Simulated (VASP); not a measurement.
## A VASP 6.6.1 single-point calculation on LiBr

INCAR

```
GGA = PE
IBRION = -1
NSW = 0
SIGMA = 0.02
LCHARG = .FALSE.
ENCUT = 520
ISIF = 2
LWAVE = .FALSE.
LREAL = .TRUE.
NELM = 60
EDIFF = 1E-7
LASPH = .TRUE.
ISMEAR = -1
PREC = Accurate
NBANDS = 12
```

KPOINTS

```
KPOINTS created by Atomic Simulation Environment
0
Gamma
8 8 8
0 0 0
```

POSCAR

```
Li Br
 1.0000000000000000
     0.0000000000000000    2.7395650468000001    2.7395650468000001
     2.8080541728999999    0.0000000000000000    2.7395650468000001
     2.8080541728999999    2.7395650468000001    0.0000000000000000
 Li  Br
   1   1
Cartesian
  0.0000000000000000  0.0000000000000000  0.0000000000000000
  2.8080541728999999  2.7395650468000001  2.7395650468000001
```

The recommended PBE PAW datasets give the neutral cell 10 valence electrons.

Command

```
mpirun -np 1 vasp_std
```

OSZICAR

```
N       E                     dE             d eps       ncg     rms          rms(c)
DAV:   1     0.415171048893E+02    0.41517E+02   -0.38223E+03  1416   0.747E+02
DAV:   2    -0.403129221759E+01   -0.45548E+02   -0.43690E+02  1756   0.135E+02
DAV:   3    -0.660273891062E+01   -0.25714E+01   -0.25629E+01  1860   0.335E+01
DAV:   4    -0.667369550906E+01   -0.70957E-01   -0.70936E-01  1956   0.542E+00
DAV:   5    -0.667468766204E+01   -0.99215E-03   -0.99214E-03  1868   0.554E-01    0.193E+00
DAV:   6    -0.664035203334E+01    0.34336E-01   -0.66193E-02  1780   0.119E+00    0.118E+00
DAV:   7    -0.664267573503E+01   -0.23237E-02   -0.40774E-02  2044   0.103E+00    0.437E-01
DAV:   8    -0.664516930750E+01   -0.24936E-02   -0.45298E-03  1672   0.420E-01    0.634E-02
DAV:   9    -0.664516289860E+01    0.64089E-05   -0.11948E-04  1752   0.760E-02    0.269E-02
DAV:  10    -0.664519123617E+01   -0.28338E-04   -0.55460E-05  1636   0.476E-02    0.146E-02
DAV:  11    -0.664519488341E+01   -0.36472E-05   -0.59803E-06  1824   0.138E-02    0.391E-03
DAV:  12    -0.664519495881E+01   -0.75405E-07   -0.30789E-07  1696   0.388E-03
   1 F= -.66451950E+01 E0= -.66451950E+01  d E =-.178877E-10
```

Standard output (part)

```
POSCAR found type information on POSCAR LiBr
 POSCAR found :  2 types and       2 ions
|     You have a (more or less) 'small supercell' and for smaller cells       |
|     it is recommended to use the reciprocal-space projection scheme!        |
|     The real-space optimization is not efficient for small cells and it     |
|     is also less accurate ...                                               |
|     Therefore, set LREAL=.FALSE. in the INCAR file.                         |
|     The real-space projection scheme for the treatment of the non-local     |
|     real-space optimization of all non-local projectors! BE WARNED that     |
|     a calculation using the real-space projection scheme together with      |
|     non-local projectors which were not real-space optimized (according     |
|     to the plane-wave cutoff used in this calculation) might give more      |
|     or less inaccurate results. I hope you know what you are doing.         |
 LDA part: xc-table for (Slater+PW92), standard interpolation
 POSCAR, INCAR and KPOINTS ok, starting setup
 WAVECAR not read
 entering main loop
```

From OUTCAR

```
k-points           NKPTS =     59   k-points in BZ     NKDIM =     59   number of bands    NBANDS=     12

   NELECT =      10.0000    total number of electrons

   dimension x,y,z NGX =    30 NGY =   30 NGZ =   30
   dimension x,y,z NGXF=    60 NGYF=   60 NGZF=   60

  energy-cutoff  :      520.00
  volume of cell :       42.15
      direct lattice vectors                 reciprocal lattice vectors
     0.000000000  2.739565047  2.739565047    -0.178059243  0.182510724  0.182510724
     2.808054173  0.000000000  2.739565047     0.178059243 -0.182510724  0.182510724
     2.808054173  2.739565047  0.000000000     0.178059243  0.182510724 -0.182510724

 k-points in reciprocal lattice and weights: KPOINTS created by Atomic Simulation Env
   0.00000000  0.00000000  0.00000000       0.002
   0.12500000  0.00000000  0.00000000       0.016
   0.25000000  0.00000000  0.00000000       0.016
   0.37500000  0.00000000  0.00000000       0.016
   0.50000000  0.00000000  0.00000000       0.008
   0.12500000  0.12500000  0.00000000       0.008
   0.25000000  0.12500000 -0.00000000       0.031
   0.37500000  0.12500000 -0.00000000       0.031
   ...

 E-fermi :   0.6515

 k-point     1 :       0.0000    0.0000    0.0000
  band No.  band energies     occupation
      1     -44.2009      2.00000
      2     -13.1657      2.00000
      3       0.2003      2.00000
      4       0.2003      2.00000
      5       0.2666      2.00000
      6       5.1220      0.00000
      7      10.5867      0.00000
      8      10.7833      0.00000
      9      10.7833      0.00000
     10      12.1126      0.00000
     11      12.5637      0.00000
     12      12.5638      0.00000

 k-point     2 :       0.1250    0.0000    0.0000
  band No.  band energies     occupation
      1     -44.2008      2.00000
      2     -13.1043      2.00000
      3      -0.3518      2.00000
      4       0.1678      2.00000
      5       0.1968      2.00000
      6       5.6434      0.00000
      7       9.9629      0.00000
      8      10.4034      0.00000
      9      10.6460      0.00000
     10      11.5539      0.00000
     11      11.6724      0.00000
     12      12.7888      0.00000

 k-point     3 :       0.2500    0.0000    0.0000
  band No.  band energies     occupation
      1     -44.2004      2.00000
      2     -12.9493      2.00000
      3      -1.4186      2.00000
      4       0.0818      2.00000
      5       0.0941      2.00000
      6       6.1610      0.00000
      7       9.2820      0.00000
      8       9.5209      0.00000
      9       9.9202      0.00000
     10      12.5391      0.00000
     11      12.5445      0.00000
     12      13.1630      0.00000

 k-point     4 :       0.3750    0.0000    0.0000
  band No.  band energies     occupation
      1     -44.2001      2.00000
      2     -12.7830      2.00000
      3      -2.2763      2.00000
      4      -0.0237      2.00000
      5       0.0266      2.00000
      6       5.9865      0.00000
      7       8.5101      0.00000
      8       8.6969      0.00000
      9      11.1149      0.00000
     10      13.6401      0.00000
     11      14.2312      0.00000
     12      14.3325      0.00000

 ...

  Total       -0.1535894     -0.0286982     -0.0286982      0.0000000      0.0000000      0.0000000
  in kB       -5.8381198     -1.0908535     -1.0908535      0.0000000      0.0000000      0.0000000
  external PRESSURE =      -2.6732756 kB  Pullay stress =       0.0000000 kB

 POSITION                                       TOTAL-FORCE (eV/Angst)
 -----------------------------------------------------------------------------------
      0.00000      0.00000      0.00000         0.000000     -0.000000     -0.000000
      2.80805      2.73957      2.73957        -0.000000      0.000000      0.000000
 -----------------------------------------------------------------------------------
    total drift:                               -0.000000     -0.000000      0.000000

  FREE ENERGIE OF THE ION-ELECTRON SYSTEM (eV)
  ---------------------------------------------------
  free  energy   TOTEN  =        -6.6451949588 eV

  energy  without entropy=       -6.6451949588  energy(sigma->0) =       -6.64519496
```

It converged. Results: gap between bands v and c on the k mesh 4.86 eV; least direct gap on the k mesh 4.86 eV; pressure -0.3 GPa. Band v is the last that the valence electrons fill when counted band by band, and c is the next.

For comparison, a separate PBE run of the intended cell, on usual settings and not on those above, gives a gap of 4.85 eV on its mesh and a pressure of -0.2 GPa.

The run above took about 30 s on one core of a shared host (Intel Xeon Platinum 8488C) and held 0.16 GiB at most.
